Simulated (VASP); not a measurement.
Write the native input for VASP 6.6.1 that does the following.

| Quantity | Value |
| --- | --- |
| Task | relaxation of cell and atoms |
| Functional | LDA |
| Potentials or basis | VASP PAW LDA potentials, release 64 (Mo_sv, S) |
| Cutoff | 600 eV |
| k mesh | 8 × 8 × 4 |
| Occupations | fermi-dirac, width 0.05 eV |
| Spin | no spin polarisation |
| Ladder | gaps |
| Further INCAR settings | ALGO = Normal; EDIFF = 1e-06; IBRION = 2; EDIFFG = -0.01; NSW = 40; ISIF = 3 |

The structure of MoS2 lies in POSCAR:

```
MoS2
1.0
    3.2274645616      0.0000000000      0.0000000000
   -1.6137322808      2.7950663001      0.0000000000
    0.0000000000      0.0000000000      6.3124734200
Mo S
1 2
Direct
    0.0000000000      0.0000000000      0.5000000000
    0.6666666667      0.3333333333      0.7446806800
    0.3333333333      0.6666666667      0.2553193200
```

Measurements of this composition are mostly on another form, of space group No. 194.

These files were run (other wordings do the same):

INCAR

```
SYSTEM = MoS2
  ALGO = Normal
  EDIFF = 1E-6
  EDIFFG = -0.01
  ENCUT = 600
  IBRION = 2
  ISIF = 3
  ISMEAR = -1
  LASPH = .TRUE.
  LCHARG = .FALSE.
  LREAL = .FALSE.
  LWAVE = .FALSE.
  NELM = 80
  NSW = 40
  PREC = Accurate
  SIGMA = 0.05
```

KPOINTS

```
k-points
0
G
  8 8 4
  0 0 0
```

Potentials or basis: VASP PAW LDA potentials, release 64 (Mo_sv, S).

Run with:

```bash
$ cat potpaw_LDA.64/Mo_sv/POTCAR potpaw_LDA.64/S/POTCAR > POTCAR
$ mpirun -np 1 vasp_std > vasp.out
```

It gave:

```
Relaxed volume                         : 16.36 Å³/atom
Relaxed cell                           : a = 3.151 Å, b = 3.151 Å, c = 5.706 Å, α = 90.00°, β = 90.00°, γ = 120.00°
Space group after relaxing (to 0.05 Å) : P-3m1 (No. 164)
Energy gained by relaxing              : 41.3 meV/atom
Ionic steps                            : 27
Pressure after relaxing                : 0.1 GPa
Largest force after relaxing           : 0.006 eV/Å
Band gap on the k mesh                 : none (metal or under the smearing width)
```

It took 7.1 min on 1 thread of Intel(R) Xeon(R) Platinum 8488C (Sapphire Rapids), with other jobs on the host, peak memory 0.21 GiB.
